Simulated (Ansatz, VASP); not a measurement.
**One calculation of PbS, two programs**

The input POSCAR:

```
PbS
1.0
    4.0896976867      0.0000000000      0.0000000000
   -2.0448488433      3.5417820905      0.0000000000
    0.0000000000      0.0000000000      3.7881670000
Pb S
1 1
Direct
    0.0000000000      0.0000000000      0.0000000000
    0.6666666667      0.3333333333      0.5000000000
```

File INCAR.step1:

```
ALGO = Normal
EDIFF = 1E-4
ENCUT = 520
GGA = PE
ISMEAR = -1
LASPH = True
LCHARG = False
LREAL = False
LWAVE = True
NBANDS = 17
NELM = 60
PREC = Accurate
SIGMA = 0.05
```

INCAR.step2

```
ALGO = Normal
EDIFF = 1E-6
ENCUT = 520
ISIF = 2
ISMEAR = -1
ISTART = 1
LASPH = True
LCHARG = False
LMIXTAU = True
LREAL = False
LWAVE = False
METAGGA = R2SCAN
NBANDS = 17
NELM = 60
PREC = Accurate
SIGMA = 0.05
```

Contents of KPOINTS:

```
k-points
0
Gamma
  8 8 7
```

File input.yaml:

```yaml
crystal:
  lattice:
    - [4.0896976867, 0.0, 0.0]
    - [-2.0448488433, 3.5417820905, 0.0]
    - [0.0, 0.0, 3.788167]
  atoms:
    - { symbol: Pb, position: [0.0, 0.0, 0.0] }
    - { symbol: S, position: [0.6666666667, 0.3333333333, 0.5] }
hamiltonian:
  xc: r2scan
  pseudopotentials: { kind: paw }
kpoints:
  mp_grid: { grid: [8, 8, 7] }
  band_path:
    path:
      - [[0.0, 0.0, 0.0], [0.5, 0.0, 0.0], [0.3333333333, 0.3333333333, 0.0], [0.0, 0.0, 0.0], [0.0, 0.0, 0.5], [0.5, 0.0, 0.5], [0.3333333333, 0.3333333333, 0.5], [0.0, 0.0, 0.5]]
      - [[0.5, 0.0, 0.5], [0.5, 0.0, 0.0]]
      - [[0.3333333333, 0.3333333333, 0.0], [0.3333333333, 0.3333333333, 0.5]]
    npoints: 14
scf:
  occupations: { method: fermi_dirac, width: 0.05 }
  n_extra_bands: 6
output:
  forces: true
  stress: true
  eigenvalues: true
  fatbands: true
  write_density: true
  write_potential: true
  elf: true
  volumetric_format: npy
```

Measurements of this composition are mostly on another form, of space group No. 225.

Alike in both runs: functional r2SCAN; k mesh 8 × 8 × 7; occupations fermi-dirac, width 0.05 eV; no spin polarisation.

|  | VASP | Ansatz |
| --- | --- | --- |
| version | VASP 6.6.1 | Ansatz 0.2.0 |
| potentials or method | VASP PAW PBE potentials, release 64 (Pb_d, S) | Ansatz PAW |
| plane-wave cutoff (eV) | 520 | 500 |
| valence electrons in the cell | 20 | 20 |
| task | single point | band structure |

|  | VASP | Ansatz | Ansatz less VASP |
| --- | --- | --- | --- |
| gap on the k mesh at the Fermi level (eV) | 0.34 | 0.33 | -0.005 |
| least direct gap on the mesh (eV) | 1.92 | 1.91 | -0.003 |
| pressure (GPa) | -1.0 | -0.9 | +0.01 |
| largest component of the traceless stress (GPa) | 0.08 | 0.07 | -0.006 |

Caveats: the PAW data sets were made with another functional, which shifts forces and pressure a little (VASP); spin-orbit coupling is left out, which as a rule narrows the gap of such compounds by several tenths of an eV (VASP); an odd mesh through Γ misses points on the zone boundary, where band edges often lie (VASP); spin-orbit coupling is left out, which moves the levels of the heavy elements (Ansatz); the PAW data sets come from PBE, with cores solved anew for the run's functional, which leaves a small shift of forces and pressure (Ansatz).
